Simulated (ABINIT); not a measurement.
# BAs (F-43m) in ABINIT: notebook

One crystal, BAs, is run at these levels: LDA, HLE16; tasks: equation of state, band structure.

Everything below comes from runs of ABINIT 10.8.3 (patched build). Logs are shortened: lines on timing, memory, paths and dates and some standing lists are left out, and cuts for length are marked. The log counts tension as positive stress, the text compression.

**What was measured.**

From “Basic Physical Properties of Cubic Boron Arsenide”, 2019, arxiv:1911.11281, for a bulk crystal of BAs: bulk modulus 148 GPa.

The results are compared with them further down.

### 1 Starting point

It takes space group F-43m (No. 216, cubic). Conventional cell: a = 4.777 Å, b = 4.777 Å, c = 4.777 Å, α = 90.00°, β = 90.00°, γ = 90.00°. As (site symmetry -43m) is surrounded by 4 B at 2.07 Å. Around B (site symmetry -43m) lie 4 As at 2.07 Å.

### 2 Equation of state, LDA

run.abi reads:

```
# Datasets: one volume each
ndtset 7
getwfk -1
scalecart1 3*0.9795861087
scalecart2 3*0.9864848297
scalecart3 3*0.9932883884
scalecart4 3*1.0000000000
scalecart5 3*1.0066227096
scalecart6 3*1.0131594038
scalecart7 3*1.0196128224

# Pseudopotentials
pp_dirpath "./"
pseudos "As.LDA_PW-JTH.xml, B.LDA_PW-JTH.xml"

# Structure
acell 3.3778490937 3.3778490937 3.3778490937 Angstrom
rprim
     0.0000000000     0.7071067812     0.7071067812
     0.7071067812     0.0000000000     0.7071067812
     0.7071067812     0.7071067812     0.0000000000
ntypat 2
znucl 33 5
natom 2
typat 1 2
xred
     0.7500000000     0.7500000000     0.7500000000
     0.0000000000     0.0000000000     0.0000000000

# Plane-wave basis
ecut 15.0
pawecutdg 30.0

# k points
kptopt 1
ngkpt 10 10 10
nshiftk 1
shiftk 0.0 0.0 0.0

# Exchange and correlation
ixc 7

# Bands and occupations
nband 13
occopt 3
tsmear 0.05 eV

# SCF cycle
nstep 100
tolvrs 1.0e-9

# Output
iomode 3
prtwf 1
prtden 0
prteig 0
prtebands 0
```

Potentials or basis: JTH PAW LDA v2.0.

The run is started by

```
$ abinit run.abi > log 2>&1
```

run.abo:

```text
.Version 10.8.3 of ABINIT
 DATASET    1 : space group F-4 3 m (#216); Bravais cF (face-center cubic)
================================================================================
 Values of the parameters that define the memory need for DATASET  1.
     intxc =       0    ionmov =       0      iscf =      17    lmnmax =      18
     lnmax =       6     mgfft =      24  mpssoang =       3    mqgrid =    3001
     natom =       2  nloc_mem =       2    nspden =       1   nspinor =       1
    nsppol =       1      nsym =      24    n1xccc =       1    ntypat =       2
    occopt =       3   xclevel =       1
       mpw =         495          nfft =       13824          nkpt =          47
 PAW method is used; the additional fine FFT grid is defined by:
   mgfftf=        32    nfftf =     32768
================================================================================
================================================================================
[... 71 lines left out ...]
 DATASET    7 : space group F-4 3 m (#216); Bravais cF (face-center cubic)
================================================================================
 Values of the parameters that define the memory need for DATASET  7.
     intxc =       0    ionmov =       0      iscf =      17    lmnmax =      18
     lnmax =       6     mgfft =      24  mpssoang =       3    mqgrid =    3001
     natom =       2  nloc_mem =       2    nspden =       1   nspinor =       1
    nsppol =       1      nsym =      24    n1xccc =       1    ntypat =       2
    occopt =       3   xclevel =       1
       mpw =         552          nfft =       13824          nkpt =          47
 PAW method is used; the additional fine FFT grid is defined by:
   mgfftf=        36    nfftf =     46656
================================================================================
================================================================================

--------------------------------------------------------------------------------
------------- Echo of variables that govern the present computation ------------
--------------------------------------------------------------------------------
 -outvars: echo values of preprocessed input variables --------
            acell      6.3832096817E+00  6.3832096817E+00  6.3832096817E+00 Bohr
              amu      7.49215900E+01  1.08110000E+01
             ecut      1.50000000E+01 Hartree
           getwfk          -1
              ixc           7
           jdtset        1    2    3    4    5    6    7
         kptrlatt       10    0    0      0   10    0      0    0   10
          kptrlen1     6.25290353E+01
          kptrlen2     6.29693952E+01
          kptrlen3     6.34036806E+01
          kptrlen4     6.38320968E+01
          kptrlen5     6.42548383E+01
          kptrlen6     6.46720892E+01
          kptrlen7     6.50840244E+01
            natom           2
            nband          13
           ndtset           7
[... 135 lines left out ...]
 Radius for shape functions =  1.70360438
 Compensation charge density is not taken into account in XC energy/potential

- pspini: atom type   2  psp file is ./B.LDA_PW-JTH.xml
 Pseudopotential format is: paw10
 basis_size (lnmax)=  4 (lmn_size=  8), orbitals=   0   0   1   1
 Spheres core radius: rc_sph= 1.70616958
 Shapefunction is SIN type: shapef(r)=[sin(pi*r/rshp)/(pi*r/rshp)]**2
 Radius for shape functions =  1.40269776
 Compensation charge density is not taken into account in XC energy/potential

   4.70869605E+02                                ecore*ucvol(ha*bohr**3)
--------------------------------------------------------------------------------

[... 1094 lines left out ...]
 getcut: wavevector=  0.0000  0.0000  0.0000  ngfft=  36  36  36
         ecut(hartree)=     30.000   => boxcut(ratio)=   2.24338

 getcut : COMMENT -
  Note that boxcut > 2.2 ; recall that boxcut=Gcut(box)/Gcut(sphere) = 2
  is sufficient for exact treatment of convolution.
  Such a large boxcut is a waste : you could raise ecut
  e.g. ecut=   37.745568 Hartrees makes boxcut=2

--------------------------------------------------------------------------------

-inwffil : will read wavefunctions from disk file runo_DS6_WFK.nc

================================================================================
[... 140 lines left out ...]
-Cartesian components of stress tensor (GPa)         [Pressure= -1.0744E+01 GPa]
- sigma(1 1)=  1.07435738E+01  sigma(3 2)=  0.00000000E+00
- sigma(2 2)=  1.07435738E+01  sigma(3 1)=  0.00000000E+00
- sigma(3 3)=  1.07435738E+01  sigma(2 1)=  0.00000000E+00

== END DATASET(S) ==============================================================
================================================================================

 -outvars: echo values of variables after computation  --------
            acell      6.3832096817E+00  6.3832096817E+00  6.3832096817E+00 Bohr
           etotal1    -1.1701367428E+02
           etotal2    -1.1701411697E+02
           etotal3    -1.1701415812E+02
           etotal4    -1.1701383435E+02
           etotal5    -1.1701318067E+02
           etotal6    -1.1701223606E+02
           etotal7    -1.1701102305E+02
            fcart1    -0.0000000000E+00 -0.0000000000E+00 -0.0000000000E+00
                      -0.0000000000E+00 -0.0000000000E+00 -0.0000000000E+00
            fcart2    -0.0000000000E+00 -0.0000000000E+00 -0.0000000000E+00
                      -0.0000000000E+00 -0.0000000000E+00 -0.0000000000E+00
            fcart3    -0.0000000000E+00 -0.0000000000E+00 -0.0000000000E+00
                      -0.0000000000E+00 -0.0000000000E+00 -0.0000000000E+00
            fcart4     9.3212691553E-31  4.6606345777E-31 -1.8642538311E-30
                      -9.3212691553E-31 -4.6606345777E-31  1.8642538311E-30
            fcart5     4.6299716202E-31 -9.2599432403E-31 -4.6299716202E-31
                      -4.6299716202E-31  9.2599432403E-31  4.6299716202E-31
[... 38 lines left out ...]
                       0.0000000000E+00  0.0000000000E+00  0.0000000000E+00
           xangst1     3.5096121310E+00  3.5096121310E+00  3.5096121310E+00
                       0.0000000000E+00  0.0000000000E+00  0.0000000000E+00
           xangst2     3.5343285236E+00  3.5343285236E+00  3.5343285236E+00
                       0.0000000000E+00  0.0000000000E+00  0.0000000000E+00
           xangst3     3.5587039736E+00  3.5587039736E+00  3.5587039736E+00
                       0.0000000000E+00  0.0000000000E+00  0.0000000000E+00
           xangst4     3.5827500000E+00  3.5827500000E+00  3.5827500000E+00
                       0.0000000000E+00  0.0000000000E+00  0.0000000000E+00
           xangst5     3.6064775129E+00  3.6064775129E+00  3.6064775129E+00
                       0.0000000000E+00  0.0000000000E+00  0.0000000000E+00
           xangst6     3.6298968540E+00  3.6298968540E+00  3.6298968540E+00
                       0.0000000000E+00  0.0000000000E+00  0.0000000000E+00
           xangst7     3.6530178395E+00  3.6530178395E+00  3.6530178395E+00
                       0.0000000000E+00  0.0000000000E+00  0.0000000000E+00
             xred      7.5000000000E-01  7.5000000000E-01  7.5000000000E-01
                       0.0000000000E+00  0.0000000000E+00  0.0000000000E+00
 Calculation completed.
```

Run time: 46 s. Hardware: 1 thread of Arm Neoverse V2, shared host; peak memory 0.11 GiB.

Results:

```yaml
Equilibrium_volume: 13.24 Å³/atom
Bulk_modulus: 147 GPa
Pressure_derivative_of_the_bulk_modulus: 4.1
```

Energy against volume, from the lowest point:
```
volume (Å³/atom)  energy (meV/atom)
          12.809               6.58
          13.081               0.56
          13.354               0.00
          13.626               4.41
          13.899              13.30
          14.171              26.15
          14.444              42.65
```

Caveat: pressures at fixed basis lie under the slope of the energies. LDA usually gives volumes a few per cent too small.

### 3 Band structure, HLE16

run.abi reads:

```
ndtset 2

pp_dirpath "./"
pseudos "As.GGA_PBE-JTH_sp.xml, B.GGA_PBE-JTH.xml"

acell 6.3832096775 6.3832096775 6.3832096775
rprim
     0.0000000000     0.7071067812     0.7071067812
     0.7071067812     0.0000000000     0.7071067812
     0.7071067812     0.7071067812     0.0000000000
ntypat 2
znucl 33 5
natom 2
typat 1 2
xred
     0.7500000000     0.7500000000     0.7500000000
     0.0000000000     0.0000000000     0.0000000000

ecut 15.0
pawecutdg 30.0

ixc -545

occopt 3
tsmear 0.00183747

nstep 100

iomode 3
prtwf 0
prteig 0
prtebands 0
enunit 2
prtden1 1

kptopt1 1
ngkpt1 10 10 10
nshiftk1 1
shiftk1 0.0 0.0 0.0
nband1 8
tolvrs1 1.0e-9

iscf2 -2
getden2 1
nband2 12
nbdbuf2 2
tolwfr2 1.0e-12
kptopt2 -9
ndivsm2 8
prteig2 1
kptbounds2
     0.0000000000     0.0000000000     0.0000000000
     0.5000000000     0.0000000000     0.5000000000
     0.5000000000     0.2500000000     0.7500000000
     0.3750000000     0.3750000000     0.7500000000
     0.0000000000     0.0000000000     0.0000000000
     0.5000000000     0.5000000000     0.5000000000
     0.6250000000     0.2500000000     0.6250000000
     0.5000000000     0.2500000000     0.7500000000
     0.5000000000     0.5000000000     0.5000000000
     0.3750000000     0.3750000000     0.7500000000
```

Potentials or basis: JTH PAW PBE v2.0 sp.

The run is started by

```
$ abinit run.abi > log 2>&1
```

run.abo:

```text
.Version 10.8.3 of ABINIT
 DATASET    1 : space group F-4 3 m (#216); Bravais cF (face-center cubic)
================================================================================
 Values of the parameters that define the memory need for DATASET  1.
     intxc =       0    ionmov =       0      iscf =       7    lmnmax =       8
     lnmax =       4     mgfft =      24  mpssoang =       2    mqgrid =    3001
     natom =       2  nloc_mem =       2    nspden =       1   nspinor =       1
    nsppol =       1      nsym =      24    n1xccc =       1    ntypat =       2
    occopt =       3   xclevel =       2
       mpw =         532          nfft =       13824          nkpt =          47
 PAW method is used; the additional fine FFT grid is defined by:
   mgfftf=        32    nfftf =     32768
================================================================================
================================================================================

 DATASET    2 : space group F-4 3 m (#216); Bravais cF (face-center cubic)
================================================================================
 Values of the parameters that define the memory need for DATASET  2.
     intxc =       0    ionmov =       0      iscf =      -2    lmnmax =       8
     lnmax =       4     mgfft =      24  mpssoang =       2    mqgrid =    3001
     natom =       2  nloc_mem =       2    nspden =       1   nspinor =       1
[... 1485 lines left out ...]
 -15.38781   -1.12463   -0.86288   -0.86288    3.05074    4.12694    4.12694    4.74142
  11.78033   12.17607   14.12001   16.41009
 kpt#   6, nband= 12, wtk=  1.00000, kpt=  0.1087  0.0000  0.1087 (reduced coord)
 -15.29903   -1.51810   -1.12268   -1.12268    2.93430    4.49399    4.49399    5.00986
[... 386 lines left out ...]
 -12.13925   -8.23027   -5.32317   -3.13163    3.06597    7.16190    7.92312    8.68706
  11.57228   14.11564   16.96090   18.87440
 kpt# 136, nband= 12, wtk=  1.00000, kpt=  0.4018  0.4018  0.6964 (reduced coord)
 -12.01237   -8.22761   -5.54750   -3.25900    2.94716    7.08168    8.32445    8.86242
  11.39810   14.11397   17.10114   19.54038
 kpt# 137, nband= 12, wtk=  1.00000, kpt=  0.3929  0.3929  0.7143 (reduced coord)
 -11.89584   -8.25869   -5.68246   -3.37406    2.83856    6.78255    8.69411    9.21522
  11.28994   14.18550   17.17771   20.19191
 kpt# 138, nband= 12, wtk=  1.00000, kpt=  0.3839  0.3839  0.7321 (reduced coord)
 -11.80091   -8.31385   -5.72569   -3.47495    2.74339    6.40354    9.01552    9.56191
  11.28959   14.34261   17.19580   20.71855
 kpt# 139, nband= 12, wtk=  1.00000, kpt=  0.3750  0.3750  0.7500 (reduced coord)
 -11.74127   -8.36945   -5.68695   -3.56018    2.66333    6.00473    9.27518    9.78119
  11.45385   14.59377   17.15812   20.99254

== END DATASET(S) ==============================================================
================================================================================

 -outvars: echo values of variables after computation  --------
            acell      6.3832096775E+00  6.3832096775E+00  6.3832096775E+00 Bohr
           etotal1    -9.8897583506E+00
            fcart1     1.3006286764E-46  3.7285076646E-30 -1.3006286764E-46
                      -1.3006286764E-46 -3.7285076646E-30  1.3006286764E-46
            rprim      0.0000000000E+00  7.0710678120E-01  7.0710678120E-01
                       7.0710678120E-01  0.0000000000E+00  7.0710678120E-01
                       7.0710678120E-01  7.0710678120E-01  0.0000000000E+00
           strten1     8.6912947351E-04  8.6912947351E-04  8.6912947351E-04
                       0.0000000000E+00  0.0000000000E+00  0.0000000000E+00
           xangst      3.5827499977E+00  3.5827499977E+00  3.5827499977E+00
                       0.0000000000E+00  0.0000000000E+00  0.0000000000E+00
             xred      7.5000000000E-01  7.5000000000E-01  7.5000000000E-01
                       0.0000000000E+00  0.0000000000E+00  0.0000000000E+00
 Calculation completed.
```

Run time: 22 s. Hardware: 1 thread of Arm Neoverse V2, shared host; peak memory 0.11 GiB.

Results:

```yaml
Free_energy: -269.1140 eV
Pressure: -25.6 GPa
Band_gap_on_the_k_mesh: 2.05 eV, indirect (least direct gap 3.58 eV)
Band_gap_along_the_path: 2.04 eV, indirect (least direct gap 3.58 eV)
Valence_electrons_inside_the_program's_atomic_spheres: As 3.05; B 1.78
```

Levels at the corners of the path, in eV from the valence-band top:
| point | band 1 | band 2 | band 3 | band 4 | band 5 | band 6 | band 7 | band 8 | band 9 |
| --- | --- | --- | --- | --- | --- | --- | --- | --- | --- |
| Γ | -15.29 | 0.00 | 0.00 | 0.00 | 3.58 | 3.58 | 3.58 | 4.26 | 11.51 |
| X | -11.42 | -8.44 | -3.86 | -3.86 | 2.37 | 2.40 | 11.56 | 11.56 | 14.03 |
| W | -11.31 | -8.09 | -5.02 | -4.74 | 6.26 | 6.39 | 7.23 | 7.72 | 13.23 |
| K | -11.49 | -8.11 | -5.43 | -3.30 | 2.92 | 6.26 | 9.53 | 10.04 | 11.71 |
| Γ | -15.29 | 0.00 | 0.00 | 0.00 | 3.58 | 3.58 | 3.58 | 4.26 | 11.51 |
| L | -12.67 | -8.42 | -1.77 | -1.77 | 2.84 | 5.34 | 5.34 | 10.41 | 14.33 |
| U | -11.49 | -8.11 | -5.43 | -3.30 | 2.92 | 6.26 | 9.53 | 10.04 | 11.71 |
| W | -11.31 | -8.09 | -5.02 | -4.74 | 6.26 | 6.39 | 7.23 | 7.72 | 13.23 |
| L | -12.67 | -8.42 | -1.77 | -1.77 | 2.84 | 5.34 | 5.34 | 10.41 | 14.33 |
| K | -11.49 | -8.11 | -5.43 | -3.30 | 2.92 | 6.26 | 9.53 | 10.04 | 11.71 |

Caveat: the potentials were made for a functional far from this one; so large a pressure means that the cell lies far from this level's equilibrium, or that cutoff or potentials fall short; the potentials were made for another functional, which shifts forces and pressure; this set keeps more shells in the core, which shifts pressures and gaps.

### 4 How close it comes

Step 2. Against the measured bulk modulus of BAs, 148 GPa (quoted in “Basic Physical Properties of Cubic Boron Arsenide”, 2019, arxiv:1911.11281), the calculated 147 GPa is off by -0.5 %. The fit is for a static lattice scaled at fixed shape and fixed fractional positions.
